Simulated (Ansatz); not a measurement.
# MoS2 (P-3m1) in Ansatz: further runs, part 2 of 2

Ansatz 0.2.0. Earlier steps stand in the parts before.

## (3) Relaxation of cell and atoms, PBE+D3(BJ)

input.yaml

```yaml
crystal:
  lattice:
    - [3.2274645616, 0.0, 0.0]
    - [-1.6137322808, 2.7950663001, 0.0]
    - [0.0, 0.0, 6.31247342]
  atoms:
    - { symbol: Mo, position: [0.0, 0.0, 0.5] }
    - { symbol: S, position: [0.6666666667, 0.3333333333, 0.74468068] }
    - { symbol: S, position: [0.3333333333, 0.6666666667, 0.25531932] }
hamiltonian:
  xc: pbe
  pseudopotentials: { kind: paw }
  dispersion: d3bj
kpoints:
  mp_grid: { grid: [9, 9, 4] }
scf:
  occupations: { method: fermi_dirac, width: 0.05 }
output:
  forces: true
  stress: true
  eigenvalues: true
relax:
  f_tol: 0.01
  max_steps: 40
  cell: { stress_tol: 0.05 }
```

Potentials or basis: Ansatz PAW.

Launch:

```
ansatz run input.yaml --threads 2 --pin off --max-ram 5632MiB --backend cpu --events-out ev --progress --plain --runs-dir out
```

It took 6.6 s on 2 threads of Intel Xeon 6975P-C (Granite Rapids), shared host; peak memory 0.43 GiB.

It converged, with:

| Property | Result |
| --- | --- |
| Free energy | -6763.2583 eV |
| Relaxed volume | 16.89 Å³/atom |
| Relaxed cell | a = 3.174 Å, b = 3.174 Å, c = 5.811 Å, α = 90.00°, β = 90.00°, γ = 120.00° |
| Space group after relaxing (to 0.05 Å) | P-3m1 (No. 164) |
| Energy gained by relaxing | 28.2 meV/atom |
| Ionic steps | 8 |
| Pressure after relaxing | 0.0 GPa |
| Band gap on the k mesh | none (metal or under the smearing width) |

The path:
| step | energy change (eV) | largest force (eV/Å) | volume (Å³) |
| --- | --- | --- | --- |
| 1 | 0.0000 | 0.2824 | 56.94 |
| 2 | -0.0484 | 0.2511 | 49.84 |
| 3 | -0.0765 | 0.0553 | 52.12 |
| 4 | -0.0818 | 0.0830 | 51.50 |
| 5 | -0.0850 | 0.0322 | 50.51 |
| 6 | -0.0852 | 0.0012 | 50.72 |
| 7 | -0.0852 | 0.0000 | 50.68 |
| 8 | -0.0846 | 0.0002 | 50.68 |

Final structure:
```
Mo S
1.0
     3.17350    0.00000    0.00000
    -1.58675    2.74833    0.00000
     0.00000    0.00000    5.81083
Mo S
1 2
Direct
  0.00000 0.00000 0.50000
  0.66667 0.33333 0.77088
  0.33333 0.66667 0.22912
```

Levels at points of the mesh, in eV from the Fermi level:
| k point | band 10 | band 11 | band 12 | band 13 | band 14 | band 15 | band 16 | band 17 |
| --- | --- | --- | --- | --- | --- | --- | --- | --- |
| (0.00, 0.00, 0.00) | -1.45 | -1.21 | -0.91 | -0.91 | -0.15 | -0.15 | 2.96 | 2.96 |
| (0.00, 0.00, -0.50) | -3.90 | -0.93 | -0.93 | -0.39 | -0.39 | 0.13 | 3.44 | 3.44 |

Caveat: the plane-wave basis is chosen anew once the cell has moved, so the energies of steps on either side of that aren't comparable.

## (4) Relaxation of cell and atoms, PBE+D3(BJ)-ATM

input.yaml, as its differences from that of step 3:

```diff
@@ -12,3 +12,3 @@
   pseudopotentials: { kind: paw }
-  dispersion: d3bj
+  dispersion: d3bjatm
 kpoints:
```

Launch:

```
ansatz run input.yaml --threads 2 --pin off --max-ram 5632MiB --backend cpu --events-out ev --progress --plain --runs-dir out
```

Wall time 9.9 s (2 threads of Intel Xeon 6975P-C (Granite Rapids), shared host); peak memory 0.42 GiB.

It converged, with:

| Property | Result |
| --- | --- |
| Free energy | -6763.1609 eV |
| Relaxed volume | 17.14 Å³/atom |
| Relaxed cell | a = 3.177 Å, b = 3.177 Å, c = 5.880 Å, α = 90.00°, β = 90.00°, γ = 120.00° |
| Space group after relaxing (to 0.05 Å) | P-3m1 (No. 164) |
| Energy gained by relaxing | 21.4 meV/atom |
| Ionic steps | 7 |
| Pressure after relaxing | 0.0 GPa |
| Band gap on the k mesh | none (metal or under the smearing width) |

The path:
```csv
step,energy change (eV),largest force (eV/Å),volume (Å³)
1,0.0000,0.2808,56.94
2,-0.0262,0.2736,49.99
3,-0.0583,0.0416,52.83
4,-0.0622,0.0649,52.25
5,-0.0647,0.0411,51.28
6,-0.0648,0.0001,51.41
7,-0.0643,0.0003,51.41
```

Final structure:
```xyz
3
Lattice="3.1772 0.0000 0.0000 -1.5886 2.7516 0.0000 0.0000 0.0000 5.8804" Properties=species:S:1:pos:R:3 pbc="T T T"
Mo    0.0000    0.0000    2.9402
S     1.5886    0.9172    4.5153
S     0.0000    1.8344    1.3651
```

Levels at points of the mesh, in eV from the Fermi level:
```csv
k point,band 11,band 12,band 13,band 14,band 15,band 16
"(0.00, 0.00, 0.00)",-1.32,-0.91,-0.91,-0.16,-0.16,2.99
"(0.00, 0.00, -0.50)",-0.92,-0.92,-0.36,-0.36,0.07,3.41
```

Caveat: the plane-wave basis is chosen anew once the cell has moved, so the energies of steps on either side of that aren't comparable.

## (5) Relaxation of cell and atoms, PBE+D4

input.yaml, as its differences from that of step 4:

```diff
@@ -12,3 +12,3 @@
   pseudopotentials: { kind: paw }
-  dispersion: d3bjatm
+  dispersion: d4
 kpoints:
@@ -21,2 +21,6 @@
   eigenvalues: true
+  write_density: true
+  write_potential: true
+  elf: true
+  volumetric_format: npy
 relax:
```

Launch:

```
ansatz run input.yaml --threads 2 --pin off --max-ram 5632MiB --backend cpu --events-out ev --progress --plain --runs-dir out
```

Wall time 6.8 s (2 threads of Intel Xeon 6975P-C (Granite Rapids), shared host); peak memory 0.43 GiB.

The run converged. Its results:

- Free energy: -6763.2554 eV
- Relaxed volume: 17.06 Å³/atom
- Relaxed cell: a = 3.178 Å, b = 3.178 Å, c = 5.850 Å, α = 90.00°, β = 90.00°, γ = 120.00°
- Space group after relaxing (to 0.05 Å): P-3m1 (No. 164)
- Energy gained by relaxing: 23.4 meV/atom
- Ionic steps: 8
- Pressure after relaxing: 0.0 GPa
- Band gap on the k mesh: none (metal or under the smearing width)

Step by step:
| step | energy change (eV) | largest force (eV/Å) | volume (Å³) |
| --- | --- | --- | --- |
| 1 | 0.0000 | 0.2671 | 56.94 |
| 2 | -0.0339 | 0.2541 | 50.02 |
| 3 | -0.0635 | 0.0495 | 52.58 |
| 4 | -0.0680 | 0.0675 | 51.99 |
| 5 | -0.0707 | 0.0220 | 50.99 |
| 6 | -0.0708 | 0.0015 | 51.21 |
| 7 | -0.0708 | 0.0000 | 51.17 |
| 8 | -0.0702 | 0.0002 | 51.17 |

Final structure:
```xyz
3
Lattice="3.1779 0.0000 0.0000 -1.5890 2.7522 0.0000 0.0000 0.0000 5.8504" Properties=species:S:1:pos:R:3 pbc="T T T"
Mo    0.0000    0.0000    2.9252
S     1.5890    0.9174    4.4980
S     0.0000    1.8348    1.3524
```

Levels at points of the mesh, in eV from the Fermi level:
```csv
k point,band 11,band 12,band 13,band 14,band 15,band 16
"(0.00, 0.00, 0.00)",-1.27,-0.91,-0.91,-0.16,-0.16,2.98
"(0.00, 0.00, -0.50)",-0.93,-0.93,-0.38,-0.38,0.10,3.42
```

Caveat: the plane-wave basis is chosen anew once the cell has moved, so the energies of steps on either side of that aren't comparable.

## (6) The runs side by side

| level | gap on the mesh (eV) | pressure (GPa) | relaxed volume (Å³/atom) |
| --- | --- | --- | --- |
| PBE | none | 0.0 | 20.44 |
| PBE+D3(BJ) | none | 0.0 | 16.89 |
| PBE+D3(BJ)-ATM | none | 0.0 | 17.14 |
| PBE+D4 | none | 0.0 | 17.06 |

Alike in all rows: task relaxation of cell and atoms; potentials or basis Ansatz PAW; no spin polarisation; cell relaxed; k mesh 9 × 9 × 4; cutoff (eV) 420; smearing fermi-dirac 0.05 eV.

Caveats: the plane-wave basis is chosen anew once the cell has moved, so the energies of steps on either side of that aren't comparable; this functional lacks dispersion, which binds the layers, so the pressure and a relaxed spacing across them are unreliable (some runs).

Absolute energies hang on the potentials; compare differences alone.
